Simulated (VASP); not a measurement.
Crystal: KTaO3.

```xyz
5
Lattice="3.9883 0.0000 0.0000 0.0000 3.9883 0.0000 0.0000 0.0000 3.9883" Properties=species:S:1:pos:R:3 pbc="T T T"
Ta    0.0000    0.0000    0.0000
K     1.9942    1.9942    1.9942
O     0.0000    0.0000    1.9942
O     0.0000    1.9942    0.0000
O     1.9942    0.0000    0.0000
```

Base run:

| Quantity | Value |
| --- | --- |
| Program | VASP 6.6.1 |
| Functional | PBE0 |
| Potentials or basis | VASP PAW PBE potentials, release 64 (Ta_pv, K_sv, O) |
| Cutoff | 520 eV |
| k mesh | 4 × 4 × 4 |
| Occupations | gaussian, width 0.02 eV |
| Spin | no spin polarisation |

Its results: band gap on the k mesh 4.23 eV, indirect (least direct gap 4.89 eV); pressure -0.1 GPa.

Problem. The run is repeated on the same cell with these changes: functional from PBE0 to HSE03. What comes out?

Solution. Band gap on the k mesh 3.24 eV, indirect (least direct gap 3.91 eV); pressure 0.3 GPa.

Caveats: the PAW data sets were made with another functional, which shifts forces and pressure a little; spin-orbit coupling is left out, which moves the levels of the heavy elements.
